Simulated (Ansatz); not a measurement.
## Zone-centre phonons of HfS₂ at 50 GPa: input and output

Method: Ansatz 0.2.0, DFT PBE+D3(BJ), scalar-relativistic, plane waves, PAW.

Launched with:
```bash
ansatz run input.yaml --threads 1 --pin off --max-ram 3072MiB --backend cpu --events-out ev --progress --plain --runs-dir out
```

Input (bare energies are in eV):
```yaml
crystal:
  lattice:
    - [3.1030374584, 0.0, 0.0]
    - [-1.5515187292, 2.6873092678, 0.0]
    - [0.0, 0.0, 5.0023250086]
  atoms:
    - { symbol: Hf, position: [0.0, 0.0, 0.0] }
    - { symbol: S, position: [0.6666666667, 0.3333333333, 0.6849992286] }
    - { symbol: S, position: [0.3333333333, 0.6666666667, 0.3150007714] }
basis:
  ecutwfc: 420
kpoints:
  mp_grid: { grid: [18, 18, 8] }
hamiltonian:
  xc: pbe
  dispersion: d3bj
scf:
  occupations: { method: fermi_dirac, width: 0.15 }
output:
  eigenvalues: true
phonons:
  method: dfpt
  eigenvectors: true
```

The end of the output:
```
--- Phonons (Γ-DFPT): 4 representative perturbations + reference, on 695 of 2592 k-points (Σ response iterations 13) ---
  k mesh reduced under 2 symmetry operations, with k and −k counted as one. Each operation leaves every solved perturbation unchanged. A smaller set is not used because it would not reduce the number of displacements ...
  ASR residual: 3.389e-4 → 0.000e0 eV/Å²; symmetrization residual: 3.049e-5 eV/Å²
  pairwise dispersion correction: d3bj (s6 = 1.0, s8 = 0.7875, a1 = 0.4289, a2_bohr = 4.4407), with the weights of each atom's references fixed at the reference crystal's, and the forces and stress that the weights' published response gives ...
  ASR residual per site (eV/Å²): 3.39e-4 3.39e-5 3.39e-5
  Γ frequencies (cm⁻¹): 0.00 0.00 0.00 242.34 242.34 284.37 284.37 431.72 482.63
  non-analytic LO–TO correction: not included (Born effective charges unavailable; polar crystals: no LO–TO splitting at Γ)
```

The run took 2.2 min on 1 thread of AMD EPYC 9R45 96-Core Processor (Zen 5), with other jobs on the host, peak memory 2.1 GiB.

In a metal, frequencies and elastic constants depend on the k mesh and the smearing, soft modes and shear constants most. Spin–orbit coupling is left out, which matters for heavy elements. Other phases may be more stable at this pressure. A semilocal functional can close a gap that the real compound has.